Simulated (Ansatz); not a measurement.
Crystal: C.

```
C
1.0
     2.52210    0.00000    0.00000
    -1.26105    2.18420    0.00000
     0.00000    0.00000   12.35570
C
12
Direct
  0.66667 0.33333 0.35417
  0.33333 0.66667 0.85417
  0.66667 0.33333 0.14583
  0.33333 0.66667 0.64583
  0.66667 0.33333 0.47917
  0.33333 0.66667 0.97917
  0.66667 0.33333 0.02083
  0.33333 0.66667 0.52083
  0.00000 0.00000 0.81250
  0.00000 0.00000 0.31250
  0.00000 0.00000 0.68750
  0.00000 0.00000 0.18750
```

This is a hexagonal form of diamond, not graphite.

Base run:

| Quantity | Value |
| --- | --- |
| Program | Ansatz 0.2.0 |
| Functional | PBEsol |
| Potentials or basis | Ansatz PAW |
| Cutoff | 420 eV |
| Density cutoff | 1680 eV |
| k mesh | 12 × 12 × 3 |
| Occupations | fermi-dirac, width 0.05 eV |
| Spin | no spin polarisation |

Its results: band gap on the k mesh 4.26 eV, indirect (least direct gap 5.25 eV); pressure -4.5 GPa; largest force 0.338 eV/Å.

The run is repeated on the same cell with these changes: functional from PBEsol to m-r2SCAN; cutoff from 420 eV to 500 eV; density cutoff from 1680 eV to 2000 eV. What comes out?

Band gap on the k mesh 4.60 eV, indirect (least direct gap 5.57 eV); pressure -2.1 GPa; largest force 0.343 eV/Å.

m-r2SCAN gives the wider gap, since meta-GGAs in the generalised Kohn-Sham scheme recover part of the derivative discontinuity.

Caveats: the PAW data sets come from PBE, with cores solved anew for the run's functional, which leaves a small shift of forces and pressure.

Not every run made on this cell is shown here.
